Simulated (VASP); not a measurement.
Wanted: the native input for a VASP 6.6.1 run.

| Quantity | Value |
| --- | --- |
| Task | relaxation of cell and atoms |
| Functional | PBE |
| Potentials or basis | VASP PAW PBE potentials, release 64 (Si, C) |
| Cutoff | 600 eV |
| k mesh | 12 × 12 × 3 |
| Occupations | gaussian, width 0.03 eV |
| Spin | no spin polarisation |
| Further INCAR settings | ALGO = Normal; EDIFF = 1e-06; IBRION = 2; EDIFFG = -0.01; NSW = 90; ISIF = 3 |

The structure of SiC lies in POSCAR:

```
SiC
1.0
    3.0756941500      0.0000000000      0.0000000000
   -1.5378470700      2.6636292700      0.0000000000
    0.0000000000      0.0000000000     10.0706464800
Si C
4 4
Direct
    0.6666666700      0.3333333300      0.9378419800
    0.3333333300      0.6666666700      0.4378419800
    0.0000000000      0.0000000000      0.6878943800
    0.0000000000      0.0000000000      0.1878943800
    0.6666666700      0.3333333300      0.7498025900
    0.3333333300      0.6666666700      0.2498025900
    0.0000000000      0.0000000000      0.5004600500
    0.0000000000      0.0000000000      0.0004600500
```

The cell is a database's computed one.

The input as run:

INCAR

```
  PREC = Accurate
  ENCUT = 600
  EDIFF = 1E-6
  ISMEAR = 0
  SIGMA = 0.03
  LREAL = F
  LASPH = T
  NELM = 80
  ALGO = Normal
  ISIF = 3
  LWAVE = F
  LCHARG = F
  GGA = PE
  IBRION = 2
  NSW = 90
  EDIFFG = -0.01
  KPAR = 4
```

KPOINTS

```
regular mesh
0
Gamma
  12 12 3
```

Potentials or basis: VASP PAW PBE potentials, release 64 (Si, C).

The run is started by

```sh
$ cat potpaw_PBE.64/Si/POTCAR potpaw_PBE.64/C/POTCAR > POTCAR
$ mpirun -np 4 vasp_std > vasp.out
```

Results of the run:

```
Relaxed volume                         : 10.49 Å³/atom
Relaxed cell                           : a = 3.093 Å, b = 3.093 Å, c = 10.126 Å, α = 90.00°, β = 90.00°, γ = 120.00°
Space group after relaxing (to 0.05 Å) : P6_3mc (No. 186)
Energy gained by relaxing              : 2.0 meV/atom
Ionic steps                            : 3
Pressure after relaxing                : 0.0 GPa
Largest force after relaxing           : 0.006 eV/Å
Band gap on the k mesh                 : 2.22 eV, indirect (least direct gap 3.34 eV)
```

Caveat: an odd mesh through Γ misses points on the zone boundary, where band edges often lie.

Wall time 59 s on 4 MPI ranks on Intel(R) Xeon(R) Platinum 8488C (Sapphire Rapids), with other jobs on the host, peak memory 0.27 GiB a rank.
